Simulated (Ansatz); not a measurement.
# CdSe (Cadmoselite) (P6_3mc) in Ansatz: band structure with HSE06

Aim: the band structure of CdSe (Cadmoselite) with HSE06.

Everything below comes from runs of Ansatz 0.2.0. Logs are shortened: lines on timing, memory, paths and dates and some standing lists are left out, and cuts for length are marked.

### Step 1. The crystal as given

The structure is hexagonal, space group P6_3mc (No. 186). Conventional cell: a = 4.300 Å, b = 4.300 Å, c = 7.020 Å, α = 90.00°, β = 90.00°, γ = 120.00°. Around Cd (site symmetry 3m) lie 4 Se at 2.61 to 2.70 Å. Se (site symmetry 3m) is surrounded by 4 Cd at 2.61 to 2.70 Å.

### Step 2. Band structure, HSE06

The input, input.yaml:

```yaml
crystal:
  lattice:
    - [4.3, 0.0, 0.0]
    - [-2.15, 3.7239092363, 0.0]
    - [0.0, 0.0, 7.02]
  atoms:
    - { symbol: Cd, position: [0.6666666667, 0.3333333333, 0.5] }
    - { symbol: Cd, position: [0.3333333333, 0.6666666667, 0.0] }
    - { symbol: Se, position: [0.6666666667, 0.3333333333, 0.885] }
    - { symbol: Se, position: [0.3333333333, 0.6666666667, 0.385] }
hamiltonian:
  xc: hse06
  pseudopotentials: { kind: paw }
kpoints:
  mp_grid: { grid: [4, 4, 2] }
  band_path:
    path:
      - [[0.0, 0.0, 0.0], [0.5, 0.0, 0.0], [0.3333333333, 0.3333333333, 0.0], [0.0, 0.0, 0.0], [0.0, 0.0, 0.5], [0.5, 0.0, 0.5], [0.3333333333, 0.3333333333, 0.5], [0.0, 0.0, 0.5]]
      - [[0.5, 0.0, 0.5], [0.5, 0.0, 0.0]]
      - [[0.3333333333, 0.3333333333, 0.0], [0.3333333333, 0.3333333333, 0.5]]
    npoints: 4
scf:
  occupations: { method: fermi_dirac, width: 0.05 }
  n_extra_bands: 10
output:
  forces: true
  stress: true
  eigenvalues: true
  fatbands: false
```

Potentials or basis: Ansatz PAW.

Run with:

```console
ansatz run input.yaml --threads 2 --pin off --max-ram 5632MiB --backend cpu --events-out ev --progress --plain --runs-dir out
```

What it wrote:

```text
Warning: output.stress: scf.convergence.dr2_threshold = 1e-7 eV (the SCF's general default) is looser than the 4e-10 eV advised for a printed stress (1e-10 eV for each atom of the cell: 4). What an SCF threshold leaves in a stress goes as its square root, and in the free energy as the threshold itself, and one threshold admits the most on a small cell: of the crystals measured, under no hybrid functional and no lock of the moments, on runs that ended without the residual-converged pass, on stresses that held no estimate of that error, the worst erred by over 100 MPa in a component at 1e-7 eV an atom and by under 5 at 1e-10. Set scf.convergence.dr2_threshold to 4e-10 eV or tighter. The threshold is an SCF's pass mark: one that does not reach it within its budget of iterations ends unconverged, or closes short of it on a stop that the run arms, and scf.convergence.dr2_threshold's page says what that costs each kind of run
Warning: output.stress: scf.exx.energy_threshold = 1e-6 eV is looser than the 4e-8 eV advised for a stress under a hybrid functional (1e-8 eV for each atom of the cell: 4). Every SCF of the exchange loop can meet its threshold on dr2 while the loop round them stops early: no threshold on dr2 bounds what that leaves in the stress. Set scf.exx.energy_threshold to 4e-8 eV or tighter. The threshold is the loop's pass mark: a loop that does not reach it within its budget of cycles ends unconverged, and scf.exx.energy_threshold's page has the law
Warning: RAYON_NUM_THREADS=2 ignored (pool sized by the plan → 2); use --threads N
scf.n_extra_bands = 10 over 36 filled bands (N_el = 72.0): the run solves 46 bands
Engine: ansatz 0.2.0, aarch64-unknown-linux-gnu
Pseudopotentials: kind: paw
Pseudopotential: Cd, paw, valence charge 20, recommended cutoff 420 eV (normal), Cd.paw.azcp
Pseudopotential: Se, paw, valence charge 16, recommended cutoff 420 eV (normal), Se.paw.azcp
Functional definition: HSE06
  parameter a = 0.25
  parameter omega = 0.11/bohr
  exchange = pbe_x - a*pbe_x_sr(omega) + a*exact_x_sr(omega)
  correlation = pbe_c
Crystal: 4 atoms, lattice volume = 112.410 Å³
Basis set: ecut = 420 eV, 2189 PW (Γ), exchange–correlation on 60×60×96 points (8 copies of the dense FFT grid, shifted against one another)
Bands: 46, of which v1, the nominal top of the filled ones, is band 36 counted from 1 (35 counted from 0)
Symmetry: 12 space group operations
Space group: P63mc (ITA 186), of the structure as read, at distance tolerance 4.8e-5 Å
k-points: 8 of 32
Non-local potential: Cd, projectors of the file, l = 0: 3, l = 1: 2, l = 2: 2, l = 3: 1
Non-local potential: Se, projectors of the file, l = 0: 2, l = 1: 2, l = 2: 3, l = 3: 1
PAW form: soft (Blöchl's): semilocal exchange-correlation on the pseudo side does not see the compensation charge
PAW frozen core: Cd, regenerated for the run's functional, and the local potential with it (the file was generated under x = pbe(κ = 0.804, μ = 0.2195149727645171), c = pbe(β = 0.06672455060314922))
PAW frozen core: Se, regenerated for the run's functional, and the local potential with it (the file was generated under x = pbe(κ = 0.804, μ = 0.2195149727645171), c = pbe(β = 0.06672455060314922))
PAW one-centre angular grid: Cd, 590 points (default); XC on 64 Gauss nodes
PAW one-centre angular grid: Se, 590 points (default); XC on 64 Gauss nodes
Initial density: superposition of atomic densities (neutral atoms: chi_scale 0, normalization atom), corrected by the library's trained network
Initial wavefunctions: pseudopotential atomic-orbital guess
Functional: x = pbe(κ = 0.804, μ = 0.2195149727645171), c = pbe(β = 0.06672455060314922), warm-up for x = pbe(κ = 0.804, μ = 0.2195149727645171) + 0.25 (exact − pbe) at short range (hse, ω = 0.20786987370883472 Å⁻¹), c = pbe(β = 0.06672455060314922); HSE06 as pw.x's `hse` composes it (authors' and Libxc's form: `xc: wpbeh`)
SCF iter   1: F=—  HF=-27449.455360 eV  |F-HF|=—  |Δ(HF+E_count)|=         —  Δρ=9.92e-4  dr2=1.12e-3  ethr=1.77e-3  ⟨swp⟩=9.4  Hψ=1576  notcnv=0
preconditioner: auto → none  [insulator: Δε(μ)=0.687 eV  Ē_g=12.915 eV  σ=0.050 eV  W_gap=1.00  n_scr=34 (ndim 8)  ℏωp=21.0 eV  f_vac=0.201  D(μ)=0.00/eV (n_scr^D=0)]
iter 2 solved again at ethr=4.55e-8 eV; its pass at ethr=1.55e-6 eV (dr2=3.27e-5 eV) is discarded
SCF iter   2: F=-27449.455378 eV  HF=-27449.455305 eV  |F-HF|=7.30e-5  |Δ(HF+E_count)|=   5.56e-5  Δρ=2.11e-4  dr2=3.28e-5  ethr=4.55e-8  ⟨swp⟩=2.0  Hψ=1826  notcnv=0
SCF 1 stopped early in 2 iterations: F = -27449.455378 eV  dr2 = 3.28e-5
Initial density: handed on by an earlier stage of this run
Initial wavefunctions: those handed on with the density
Functional: x = pbe(κ = 0.804, μ = 0.2195149727645171) + 0.25 (exact − pbe) at short range (hse, ω = 0.20786987370883472 Å⁻¹), c = pbe(β = 0.06672455060314922); HSE06 as pw.x's `hse` composes it (authors' and Libxc's form: `xc: wpbeh`)
Exchange kernel: α = 0.2500, screened, ω = 0.2079 Å⁻¹, Wigner–Seitz truncation, v(0) = 1030.8086 eV·Å³, q-mesh 4×4×2, nearest image of the exchange supercell L = 14.04 Å, pair-density grid 20×20×32, without the augmentation charges, whose exchange is taken in its separable form by FFT convolution over the k-point mesh (sized by the pseudopotential files, 25×25×48 at the most), smooth part of the exact exchange by density-matrix convolution
Frozen-core exchange: fock
SCF iter   1: F=—  HF=-27460.199259 eV  |F-HF|=—  |Δ(HF+E_count)|=         —  Δρ=6.28e-3  dr2=3.62e-2  ethr=4.55e-7  ⟨swp⟩=6.9  Hψ=1682  notcnv=0
preconditioner: auto → none  [insulator: Δε(μ)=1.609 eV  Ē_g=14.892 eV  σ=0.050 eV  W_gap=1.00  n_scr=34 (ndim 8)  ℏωp=21.0 eV  f_vac=0.200  D(μ)=0.00/eV (n_scr^D=0)]
SCF iter   2: F=—  HF=-27460.181445 eV  |F-HF|=—  |Δ(HF+E_count)|=   1.78e-2  Δρ=2.37e-3  dr2=3.66e-3  ethr=4.55e-7  ⟨swp⟩=4.0  Hψ=1248  notcnv=0
SCF iter   3: F=—  HF=-27460.197939 eV  |F-HF|=—  |Δ(HF+E_count)|=   1.65e-2  Δρ=1.56e-3  dr2=1.59e-3  ethr=4.55e-7  ⟨swp⟩=4.0  Hψ=1180  notcnv=0
SCF iter   4: F=—  HF=-27460.197698 eV  |F-HF|=—  |Δ(HF+E_count)|=   2.42e-4  Δρ=5.26e-4  dr2=2.00e-4  ethr=4.55e-7  ⟨swp⟩=3.0  Hψ=889  notcnv=0
SCF iter   5: F=—  HF=-27460.197692 eV  |F-HF|=—  |Δ(HF+E_count)|=   5.79e-6  Δρ=1.47e-5  dr2=3.81e-5  ethr=1.97e-7  ⟨swp⟩=2.0  Hψ=659  notcnv=0
SCF iter   6: F=—  HF=-27460.197976 eV  |F-HF|=—  |Δ(HF+E_count)|=   2.84e-4  Δρ=1.41e-4  dr2=1.98e-5  ethr=2.51e-10  ⟨swp⟩=5.0  Hψ=1507  notcnv=0
SCF iter   7: F=-27460.197969 eV  HF=-27460.197969 eV  |F-HF|=1.46e-8  |Δ(HF+E_count)|=   6.81e-6  Δρ=1.32e-5  dr2=9.97e-7  ethr=2.51e-10  ⟨swp⟩=4.0  Hψ=1079  notcnv=0
SCF 2 stopped early in 7 iterations: F = -27460.197969 eV  dr2 = 9.97e-7
  Residual-converged pass: ⟨swp⟩=3.0  Hψ=692  notcnv=0  max |occ|·‖R‖ = 6.2e-6 eV (tolerance 6.7e-6 eV)  dr2=9.97e-7  dr2_onsite=3.97e-8  max |Δocc| = 3.8e-15
hybrid outer 1: dexx = +1.900e-2 eV, tail = 1.25e-4 eV
Exchange kernel: α = 0.2500, screened, ω = 0.2079 Å⁻¹, Wigner–Seitz truncation, v(0) = 1030.8086 eV·Å³, q-mesh 4×4×2, nearest image of the exchange supercell L = 14.04 Å, pair-density grid 20×20×32, without the augmentation charges, whose exchange is taken in its separable form by FFT convolution over the k-point mesh (sized by the pseudopotential files, 25×25×48 at the most), smooth part of the exact exchange by density-matrix convolution
Frozen-core exchange: fock
SCF iter   1: F=—  HF=-27460.198423 eV  |F-HF|=—  |Δ(HF+E_count)|=         —  Δρ=5.09e-5  dr2=1.11e-6  ethr=8.71e-7  ⟨swp⟩=3.6  Hψ=772  notcnv=0
preconditioner: auto → none  [insulator: Δε(μ)=1.659 eV  Ē_g=14.831 eV  σ=0.050 eV  W_gap=1.00  n_scr=34 (ndim 8)  ℏωp=21.0 eV  f_vac=0.204  D(μ)=0.00/eV (n_scr^D=0)]
SCF iter   2: F=—  HF=-27460.198424 eV  |F-HF|=—  |Δ(HF+E_count)|=   7.32e-7  Δρ=1.55e-5  dr2=1.29e-7  ethr=1.42e-9  ⟨swp⟩=4.0  Hψ=1108  notcnv=0
SCF iter   3: F=—  HF=-27460.198425 eV  |F-HF|=—  |Δ(HF+E_count)|=   4.79e-7  Δρ=5.70e-6  dr2=5.67e-8  ethr=8.20e-11  ⟨swp⟩=4.1  Hψ=1119  notcnv=0
SCF iter   4: F=—  HF=-27460.198424 eV  |F-HF|=—  |Δ(HF+E_count)|=   4.08e-8  Δρ=6.26e-6  dr2=5.45e-8  ethr=6.47e-11  ⟨swp⟩=4.0  Hψ=1024  notcnv=0
SCF iter   5: F=-27460.198424 eV  HF=-27460.198424 eV  |F-HF|=4.73e-11  |Δ(HF+E_count)|=   1.77e-8  Δρ=6.39e-7  dr2=3.67e-10  ethr=6.16e-11  ⟨swp⟩=3.0  Hψ=783  notcnv=0
SCF 3 converged in 5 iterations: F = -27460.198424 eV  dr2 = 3.67e-10
  Residual-converged pass: ⟨swp⟩=2.9  Hψ=921  notcnv=0  max |occ|·‖R‖ = 6.2e-7 eV (tolerance 6.3e-7 eV)  dr2=3.64e-10  dr2_onsite=7.43e-11  max |Δocc| = 3.1e-16
hybrid outer 2: dexx = +7.959e-7 eV, tail = 5.62e-8 eV, Δε = 2.73e-3 eV (about 9.21e-5 eV left of the loop's levels), ΔF = 2.02e-3 eV/Å (tail 9.66e-4)
NSCF: frozen V_eff on 39 k-points
hybrid SCF converged: 2 outer / 12 inner (+2 warm-up), last move |dexx| = 7.96e-7 eV, tail = 5.62e-8 eV
Stability not checked: this state was not tested for a lower state beside it, because the functional holds exact exchange (a hybrid, or Hartree-Fock), whose exchange loop this test does not read (fock_operator; see scf.lower_state_search)
Free energy (F): -27460.198425 eV
Frozen-core exchange: fock
Harris-Foulkes:  -27460.198425 eV  (|F-HF|=4.73e-11)
Internal energy: -27460.198425 eV  (E = F + TS)
E sigma→0 (E₀):  -27460.198425 eV
Entropy (-TS):   -0.000000 eV (-0.000 meV/atom)
Fermi energy:    7.757755 eV
--- Per-component energies (eV) ---
  E_band       = -1988.549760
  E_kinetic    = 1248.846344
  E_local      = -12785.971560  (includes V_loc(G=0)·N_el)
  E_nonlocal   = -1124.287397
  E_hartree    = 6088.217157
  E_xc         = -449.664102
  E_vxc        = -508.432670  (∫ρ·V_xc dr)
  E_exx        = -313.337988  (= α·E_x^exact, valence–valence)
  E_paw        = -11797.650985  (= ΣΔE_a)
  E_vpaw       = -368.465516  (= ΣTr[D̂ρ^β])
  E_aug_tail   = -0.001155  (compensation charges beyond the density's cutoff)
  E_ewald      = -8323.002769
  E_core_change = -3.345970  (= ΣΔE_core)
  E_smearing   = -0.000000  (= −TS)
  E_closure    = 0.000001  (closes the sum)
  Σ components = -27460.198425   (vs F -27460.198425, Δ=-7.28e-12)
--- Forces (eV/Å), atoms counted from 1 ---
  atom   1  Cd     0.00000000     0.00000000     0.29135874
  atom   2  Cd     0.00000000    -0.00000000     0.29135874
  atom   3  Se     0.00000000     0.00000000    -0.29139598
  atom   4  Se    -0.00000000    -0.00000000    -0.29139598
  max |Σ_I F_I| component: 7.45e-5 eV/Å
--- Stress (GPa, compression-positive) ---
        2.634041       0.000000       0.000000
       -0.000000       2.634041       0.000000
       -0.000000       0.000000       0.366429
  P = ⅓ Tr σ = 1.8782 GPa (18.782 kbar)
--- Band table (eV; the first three rows and the last of 8) ---
  k-point 0: bands = ["-99.8358", "-99.8357", "-59.5663", "-59.5663", "-59.5641", "-59.5641", "-59.5640", "-59.5640", "-43.3109", "-43.3109", "-43.3109", "-43.3109", "-43.3033", "-43.3032", "-43.3023", "-43.3023", "-43.3023", "-43.3023", "-6.7781", "-6.3823", "-2.2769", "-2.2769", "-2.2202", "-2.2202", "-2.2202", "-1.9173", "-1.9173", "-1.8575", "-1.8575", "-1.5295", "2.3770", "6.1275", "6.1275", "6.9000", "6.9000", "6.9012", "8.5601", "10.0084", "13.8138", "13.8138", "14.0918", "14.9974", "14.9974", "15.7449", "17.3708", "17.3708"]
  k-point 1: bands = ["-99.8358", "-99.8358", "-59.5663", "-59.5663", "-59.5640", "-59.5640", "-59.5640", "-59.5640", "-43.3109", "-43.3109", "-43.3109", "-43.3109", "-43.3032", "-43.3032", "-43.3023", "-43.3023", "-43.3023", "-43.3023", "-6.5766", "-6.5766", "-2.2524", "-2.2524", "-2.2524", "-2.2524", "-2.0010", "-2.0010", "-1.8842", "-1.8842", "-1.8842", "-1.8842", "4.2303", "4.2303", "6.4982", "6.4982", "6.4982", "6.4982", "10.2273", "10.2273", "13.7460", "13.7460", "14.1966", "14.1966", "14.1966", "14.1966", "18.0556", "18.0556"]
  k-point 2: bands = ["-99.8358", "-99.8358", "-59.5663", "-59.5663", "-59.5641", "-59.5640", "-59.5640", "-59.5640", "-43.3110", "-43.3110", "-43.3109", "-43.3109", "-43.3033", "-43.3032", "-43.3023", "-43.3023", "-43.3023", "-43.3023", "-6.5897", "-6.3003", "-2.2123", "-2.1952", "-2.1350", "-2.1162", "-2.0796", "-1.9452", "-1.9135", "-1.8937", "-1.8474", "-1.4280", "2.7153", "4.2438", "4.6647", "5.4626", "6.4355", "6.4440", "10.4893", "11.3442", "13.1062", "13.8195", "14.5532", "15.0033", "15.4108", "15.9979", "16.4041", "17.2758"]
  k-point 7: bands = ["-99.8358", "-99.8358", "-59.5663", "-59.5663", "-59.5641", "-59.5641", "-59.5639", "-59.5639", "-43.3110", "-43.3110", "-43.3110", "-43.3110", "-43.3033", "-43.3033", "-43.3023", "-43.3023", "-43.3023", "-43.3023", "-6.3022", "-6.3022", "-2.1222", "-2.1222", "-2.0969", "-2.0969", "-1.9487", "-1.9487", "-1.8840", "-1.8840", "-1.5056", "-1.5056", "2.6853", "2.6853", "4.6753", "4.6753", "5.6901", "5.6901", "11.6642", "11.6642", "13.4706", "13.4706", "14.3137", "14.3137", "15.6593", "15.6593", "18.3338", "18.3338"]
```

Run time: 3.8 min. Hardware: 2 threads of Arm Neoverse V1, shared host; peak memory 1.1 GiB.

Results:

```
Free energy             : -27460.1984 eV
Pressure                : 1.9 GPa
Largest force           : 0.291 eV/Å
Band gap on the k mesh  : 1.66 eV, direct
Band gap along the path : 1.66 eV, direct
```

Forces on the atoms (eV/Å):
```
Cd   0.000  0.000  0.291
Cd   0.000  0.000  0.291
Se   0.000  0.000 -0.291
Se   0.000  0.000 -0.291
```

Stress tensor (GPa, compression positive):
```
2.63 0.00 0.00
0.00 2.63 0.00
0.00 0.00 0.37
```

Levels at the corners of the path, in eV from the valence-band top:
| point | band 34 | band 35 | band 36 | band 37 | band 38 | band 39 |
| --- | --- | --- | --- | --- | --- | --- |
| Γ | 0.00 | 0.00 | 0.00 | 1.66 | 3.11 | 6.91 |
| M | -1.99 | -1.31 | -0.89 | 4.23 | 4.25 | 5.68 |
| K | -1.91 | -1.91 | -1.91 | 5.20 | 5.97 | 5.97 |
| Γ | 0.00 | 0.00 | 0.00 | 1.66 | 3.11 | 6.91 |
| A | -0.40 | -0.40 | -0.40 | 3.33 | 3.33 | 6.84 |
| L | -1.48 | -1.37 | -1.37 | 3.92 | 3.92 | 5.76 |
| H | -2.66 | -1.13 | -1.13 | 4.81 | 4.81 | 6.82 |
| A | -0.40 | -0.40 | -0.40 | 3.33 | 3.33 | 6.84 |
| L | -1.48 | -1.37 | -1.37 | 3.92 | 3.92 | 5.76 |
| M | -1.99 | -1.31 | -0.89 | 4.23 | 4.25 | 5.68 |
| K | -1.91 | -1.91 | -1.91 | 5.20 | 5.97 | 5.97 |
| H | -2.66 | -1.13 | -1.13 | 4.81 | 4.81 | 6.82 |

Caveat: the k mesh is coarse (spacing up to 0.45 Å⁻¹), so the values aren't converged, least of all with exact exchange; the PAW data sets come from PBE, with cores solved anew for the run's functional, which leaves a small shift of forces and pressure; the thresholds are loose for stress.
